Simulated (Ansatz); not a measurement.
**Ca: energy along a strain**

Ca, Fm-3m, a = 5.588 Å (as given, not relaxed at this level: -0.6 GPa). Ansatz: PBE, PAW, 420 eV, Γ-centred 14×14×14 mesh on 1 atom, Gaussian smearing 0.15 eV; no spin polarisation. Cell vectors (Å): 0.000 2.794 2.794; 2.794 0.000 2.794; 2.794 2.794 0.000. The cell is strained by x per cent times the pattern (1 0 0 0 0 0) in the order xx yy zz yz xz xy (engineering shears), with fractional coordinates held. y is the free energy over the start, V0 = 43.632 Å³/atom.

```tsv
x (%)	y (meV/atom)
-6.00	?
-4.50	-1.00
-3.00	-1.96
-1.50	-1.62
0.00	0.00
1.50	2.88
3.00	7.01
4.50	12.34
5.25	15.45
6.00	18.86
```

Task: Fit y = c1 x + c2 x² + c3 x³ to the other rows, get the stiffness along the pattern, and predict the missing energy.

Result: Least squares on the rows shown. y = 1.5052 x + 0.28001 x² − 0.0011593 x³. The clamped-ion stiffness p·C·p = 2 × 2.800 eV × 160.2 / 43.632 Å³ = 21 GPa, which is C11 in these axes (second derivative at the start, which stands under stress). At x = -6.00 the fit asked for gives 1.30 meV/atom. The run gave 1.30 meV/atom, the same to the digits shown.